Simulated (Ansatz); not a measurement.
Runs of Ansatz 0.2.0 on CdSe. Symmetry: F-43m, No. 216, cubic system. The conventional cell has a = 6.141 Å, b = 6.141 Å, c = 6.141 Å, α = 90.00°, β = 90.00°, γ = 90.00°. Cd (site symmetry -43m) is surrounded by 4 Se at 2.66 Å. Se (site symmetry -43m) has 4 Cd at 2.66 Å as nearest neighbours. Measurements of this composition are mostly on another form, of space group No. 186.

| task | level | cell | cutoff (eV) | smearing | gap on the mesh (eV) | pressure (GPa) | relaxed volume (Å³/atom) |
| --- | --- | --- | --- | --- | --- | --- | --- |
| relaxation of cell and atoms | PBEsol | relaxed | - | fermi-dirac 0.05 eV | 0.48 | 0.0 | 28.14 |
| relaxation of cell and atoms | RPBE+D3(BJ) | relaxed | - | fermi-dirac 0.05 eV | 0.93 | 0.0 | 26.26 |
| relaxation of cell and atoms | revPBE+D4 | relaxed | - | fermi-dirac 0.05 eV | 0.72 | 0.0 | (b) |
| single point | PBEsol | as given | 266 | gaussian 0.02 eV | 0.43 | (a) | - |

Alike in all rows: potentials or basis all-electron LAPW, scalar-relativistic; no spin polarisation; k mesh 8 × 8 × 8; basis error allowed 0.001 eV/atom.

Problem. Estimate the missing entries.

Solution. (a) -1.4; (b) 28.49.

A k mesh can miss the band edges, and the runs leave out spin-orbit coupling on Cd, Se.

Runs at the PBE level aren't shown here.
